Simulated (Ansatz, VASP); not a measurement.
# Two plane-wave programs on BaTe

```
CELL_PARAMETERS angstrom
0.00000 3.24684 3.24684
3.24684 0.00000 3.24684
3.24684 3.24684 0.00000
ATOMIC_POSITIONS crystal
Ba 0.00000 0.00000 0.00000
Te 0.50000 0.50000 0.50000
```

Alike in both runs: functional PBEsol; k mesh 6 × 6 × 6; no spin polarisation.

Ansatz relaxed the structure, and its values are those at the end. VASP's run is a single point on that final structure, the one shown.

|  | VASP | Ansatz |
| --- | --- | --- |
| version | VASP 6.6.1 | Ansatz 0.2.0 |
| potentials or method | VASP PAW PBE potentials, release 64 (Ba_sv, Te) | PAW with Ansatz's default frozen-core files, scalar-relativistic |
| plane-wave cutoff (eV) | 520 | 420 |
| occupations | gaussian, width 0.01 eV | fixed |
| valence electrons in the cell | 16 | 26 |

Ansatz gave:

| Quantity | Value |
| --- | --- |
| pressure (GPa) | 10.0 |

Problem. Estimate VASP's values.

Solution. Pressure (GPa): 10.8.

The two sets of potentials don't hold the same shells in valence.

Caveats: the PAW data sets were made with another functional, which shifts forces and pressure a little (VASP). A k mesh can miss the band edges.
